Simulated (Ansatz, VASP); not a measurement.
**CaF2: VASP beside Ansatz**

```
CELL_PARAMETERS angstrom
0.00000 2.75521 2.75521
2.75521 0.00000 2.75521
2.75521 2.75521 0.00000
ATOMIC_POSITIONS crystal
Ca 0.00000 0.00000 0.00000
F 0.25000 0.25000 0.25000
F 0.75000 0.75000 0.75000
```

Alike in both runs: functional PBE; k mesh 8 × 8 × 8; occupations gaussian, width 0.02 eV; no spin polarisation.

Ansatz relaxed the structure, and its values are those at the end. VASP's run is a single point on that final structure, the one shown.

|  | VASP | Ansatz |
| --- | --- | --- |
| version | VASP 6.6.1 | Ansatz 0.2.0 |
| potentials or method | VASP PAW PBE potentials, release 64 (Ca_sv, F) | scalar-relativistic, plane waves, PAW |
| plane-wave cutoff (eV) | 520 | 420 |
| valence electrons in the cell | 24 | 24 |

Ansatz gave:

| Item | Value |
| --- | --- |
| gap on the k mesh at the Fermi level (eV) | 7.14 |
| pressure (GPa) | 0.0 |

Problem. Which values does VASP return?

Solution. gap on the k mesh at the Fermi level (eV): 7.12; pressure (GPa): 0.3.

A k mesh can miss the band edges. Expect the measured gap to be larger: semilocal functionals such as PBE lack the derivative discontinuity.
